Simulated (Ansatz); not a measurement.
CoO:

```xyz
2
Lattice="0.0000 2.1315 2.1315 2.1315 0.0000 2.1315 2.1315 2.1315 0.0000" Properties=species:S:1:pos:R:3 pbc="T T T"
Co    0.0000    0.0000    0.0000
O     2.1315    2.1315    2.1315
```

| Quantity | Value |
| --- | --- |
| Program | Ansatz 0.2.0 |
| Task | single point |
| Functional | PBE |
| Potentials or basis | all-electron LAPW, scalar-relativistic |
| Cutoff | 360 eV (chosen from the basis error) |
| Basis error allowed | 0.001 eV/atom |
| k mesh | 11 × 11 × 11 |
| Occupations | fermi-dirac, width 0.05 eV |
| Spin | collinear spin, ferromagnetic start |
| Starting moments | [2.0, 0.0] μB |

On this cell: pressure -1.9 GPa; largest force zero by symmetry; net moment 2.93 μB per cell; site moments Co +2.59; O +0.32 μB; band gap on the k mesh none (metal or under the smearing width).

The same run follows on a disturbed copy (atoms moved at random, drawn with an rms of 0.05 Å):

```
CELL_PARAMETERS angstrom
0.00000 2.13150 2.13150
2.13150 0.00000 2.13150
2.13150 2.13150 0.00000
ATOMIC_POSITIONS crystal
Co 0.99261 0.00830 0.01507
O 0.49712 0.51716 0.49531
```

Q: What changes?

A: The energy (extrapolated to zero smearing) moves by +0.7 meV/atom; pressure -1.7 GPa; largest force 0.061 eV/Å; net moment 2.93 μB per cell; site moments Co +2.59; O +0.32 μB; band gap on the k mesh none (metal or under the smearing width).

Forces on the atoms (eV/Å):
```
Co  -0.028 -0.041  0.036
O    0.028  0.041 -0.036
```

Stress tensor (GPa, compression positive):
```
-1.81 -0.07  0.06
-0.07 -1.66  0.08
 0.06  0.08 -1.73
```

Caveats: a cell with one magnetic atom can't hold antiferromagnetic order, which such compounds often take; semilocal functionals often make such compounds metallic where correlation or magnetic order opens a gap, which also shifts bond lengths.
